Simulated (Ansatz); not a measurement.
# In: pressure up to the limit of the methods

The task here is to estimate one member of a computed series from the others.

Method: DFT PBE, with the methods named in each step, in Ansatz 0.2.0.

### The structure to begin with

Symmetry: P6/mmm, No. 191, hexagonal system. The conventional cell has a = 5.401 Å, b = 5.401 Å, c = 3.318 Å, α = 90.00°, β = 90.00°, γ = 120.00°. Around In (site symmetry 6/mmm) lie 14 In at 3.32 to 3.53 Å. In (site symmetry -6m2) has 11 In at 3.12 to 3.53 Å as nearest neighbours.

As a file:

```
In
1.0
     5.40079    0.00000    0.00000
    -2.70040    4.67722    0.00000
     0.00000    0.00000    3.31834
In
3
Direct
  0.00000 0.00000 0.00000
  0.33333 0.66667 0.50000
  0.66667 0.33333 0.50000
```

Whether this phase is the stable one at these pressures isn't tested.

Atoms are numbered in the order of the input: In1, In2, In3.

The first run:

input.yaml

```yaml
crystal:
  lattice:
    - [5.4007920269, 0.0, 0.0]
    - [-2.7003960135, 4.6772230958, 0.0]
    - [0.0, 0.0, 3.3183360954]
  atoms:
    - { symbol: In, position: [0.0, 0.0, 0.0] }
    - { symbol: In, position: [0.3333333333, 0.6666666667, 0.5] }
    - { symbol: In, position: [0.6666666667, 0.3333333333, 0.5] }
kpoints:
  mp_grid: { grid: [8, 8, 10] }
  band_path:
    path:
      - [0.0, 0.0, 0.0]
      - [0.5, 0.0, 0.0]
      - [0.3333333333, 0.3333333333, 0.0]
      - [0.0, 0.0, 0.0]
      - [0.0, 0.0, 0.5]
      - [0.5, 0.0, 0.5]
      - [0.3333333333, 0.3333333333, 0.5]
      - [0.0, 0.0, 0.5]
      - [0.5, 0.0, 0.5]
    npoints: 14
scf:
  occupations: { method: fermi_dirac, width: 0.1 }
hamiltonian:
  xc: pbe
  pseudopotentials: { kind: all_electron, lapw: { basis_error: 0.001 } }
output:
  forces: true
  stress: true
  eigenvalues: true
  populations: true
  dos: { projected: true, de: 0.2, e_range: [-14, 8] }
```

The run is started by

```bash
$ ansatz run input.yaml --threads 1 --pin off --max-ram 3072MiB --backend cpu --events-out ev --progress --plain --runs-dir out
```

Among the steps run: The reference volume, LAPW; Volume scaled by 1, crystal datasets; Volume scaled by 1, norm-conserving; Volume scaled by 0.9, LAPW; Volume scaled by 0.9, norm-conserving; Volume scaled by 0.7, LAPW; Volume scaled by 0.5, LAPW; Volume scaled by 0.4, LAPW; Volume scaled by 0.4, crystal datasets; Volume scaled by 0.4, norm-conserving.

One of the session's tables, all rows but one given; the rest of the session is left out.

```
             method  volume over the first  volume (Å³/atom)  pressure (GPa)
               LAPW                      1            27.941            0.00
               LAPW                    0.9            25.147            4.70
               LAPW                    0.7            19.559           30.62
               LAPW                    0.5            13.971          140.99
               LAPW                    0.4            11.176          327.19
                PAW                      1            27.941            0.00
                PAW                    0.9            25.147            4.70
                PAW                    0.7            19.559           30.62
                PAW                    0.5            13.971          141.08
                PAW                    0.4            11.176          327.43
PAW (cutoff 800 eV)                    0.4            11.176          327.16
   crystal datasets                      1            27.941            0.00
   crystal datasets                    0.4            11.176          327.19
    norm-conserving                      1                 ?               ?
    norm-conserving                    0.9            25.147            4.69
    norm-conserving                    0.4            11.176          326.78
```

Q: Estimate the row for norm-conserving, 1 from the others.

As computed: volume (Å³/atom): 27.941; pressure (GPa): -0.01.

Limits of these values: A fit over so wide a range leans to the high pressures, so B₀ can be off by several per cent. Warnings in the runs' records: crystal datasets made.
